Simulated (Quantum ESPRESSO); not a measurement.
Input of a Quantum ESPRESSO 7.5 run:

pw.in

```
&CONTROL
  calculation = 'scf'
  prefix = 'pwscf'
  outdir = './tmp'
  pseudo_dir = './pseudo'
  tprnfor = .true.
  disk_io = 'low'
/
&SYSTEM
  ibrav = 0
  celldm(1) = 8
  nat = 8
  ntyp = 1
  ecutwfc = 40
  ecutrho = 200
  nbnd = 24
  occupations = 'smearing'
  smearing = 'mv'
  degauss = 0.01469973
  vdw_corr = 'grimme-d2'
/
&ELECTRONS
  conv_thr = 8d-09
  electron_maxstep = 150
  mixing_beta = 0.3
  mixing_mode = 'local-TF'
  tqr = .true.
/
ATOMIC_SPECIES
C     12.0110 c_pbe_v1.2.uspp.F.UPF
CELL_PARAMETERS alat
  0.5801685828007   0.0000000000000   0.0000000000000
 -0.2900842914003   0.5024455362435   0.0000000000000
  0.0000000000000   0.0000000000000   6.0742619439034
ATOMIC_POSITIONS crystal
C      0.0833794600    0.1667589200    0.2916598359
C      0.4166205400    0.8332410800    0.2916598359
C      0.5833794600    0.1667589200    0.4293862844
C      0.9166205400    0.8332410800    0.4293862844
C      0.0833794600    0.1667589200    0.5706137156
C      0.4166205400    0.8332410800    0.5706137156
C      0.5833794600    0.1667589200    0.7083401641
C      0.9166205400    0.8332410800    0.7083401641
K_POINTS automatic
12 12 1 1 1 0
```

Contents of pp_density.in:

```
&INPUTPP
  prefix = 'pwscf'
  outdir = './tmp'
  filplot = 'density.dat'
  plot_num = 0
/
&PLOT
  nfile = 1
  filepp(1) = 'density.dat'
  iflag = 3
  output_format = 6
  fileout = 'density.cube'
/
```

Contents of pp_potential.in:

```
&INPUTPP
  prefix = 'pwscf'
  outdir = './tmp'
  filplot = 'potential.dat'
  plot_num = 11
/
&PLOT
  nfile = 1
  filepp(1) = 'potential.dat'
  iflag = 3
  output_format = 6
  fileout = 'potential.cube'
/
```

Potentials or basis: GBRV 1.5 PBE.

The run is started by

```bash
$ OMP_NUM_THREADS=1 mpirun -n 2 pw.x -nk 2 -in pw.in > pw.out
$ OMP_NUM_THREADS=1 mpirun -n 1 pp.x -in pp_density.in > pp_density.out
$ OMP_NUM_THREADS=1 mpirun -n 1 pp.x -in pp_potential.in > pp_potential.out
```

(1) Predict the ionisation potential of the upper face.

(2) What does it give for the electron affinity of the upper face?

(3) What does it give for the largest force?

Answers

(1) 4.55 eV.

(2) 3.83 eV.

(3) 0.028 eV/Å.

Caveat: real space augmentation costs some meV and hundredths of eV per Å; this smearing can shift energies of a crystal with a gap.
